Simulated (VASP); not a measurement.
## MgTe: single point with PBE

MgTe:

```xyz
4
Lattice="4.6072 0.0000 0.0000 -2.3036 3.9899 0.0000 0.0000 0.0000 7.5055" Properties=species:S:1:pos:R:3 pbc="T T T"
Mg    0.0000    2.6599    0.0332
Mg    2.3036    1.3300    3.7859
Te    0.0000    2.6599    2.8564
Te    2.3036    1.3300    6.6092
```

| Item | Value |
| --- | --- |
| Program | VASP 6.6.1 |
| Task | single point |
| Functional | PBE |
| Potentials or basis | VASP PAW PBE potentials, release 64 (Mg, Te) |
| Cutoff | 520 eV |
| k mesh | 9 × 9 × 4 |
| Occupations | gaussian, width 0.02 eV |
| Spin | no spin polarisation |
| Dipole correction | no |
| Further INCAR settings | ALGO = Normal; EDIFF = 1e-06; NBANDS = 16 |

```json
{"Pressure": "0.0 GPa", "Band gap on the k mesh": "2.36 eV, direct"}
```

Levels at points of the mesh, in eV from the valence-band top:
| k point | band 6 | band 7 | band 8 | band 9 | band 10 | band 11 |
| --- | --- | --- | --- | --- | --- | --- |
| (0.00, 0.00, 0.00) | 0.00 | 0.00 | 0.00 | 2.36 | 2.94 | 5.26 |
| (0.00, 0.00, 0.50) | -0.25 | -0.25 | -0.25 | 3.39 | 3.39 | 5.51 |

It took 100 s on 1 thread of Intel(R) Xeon(R) Platinum 8488C (Sapphire Rapids), on a shared host, peak memory 0.29 GiB.

Caveat: spin-orbit coupling is left out, which moves the levels of the heavy elements.
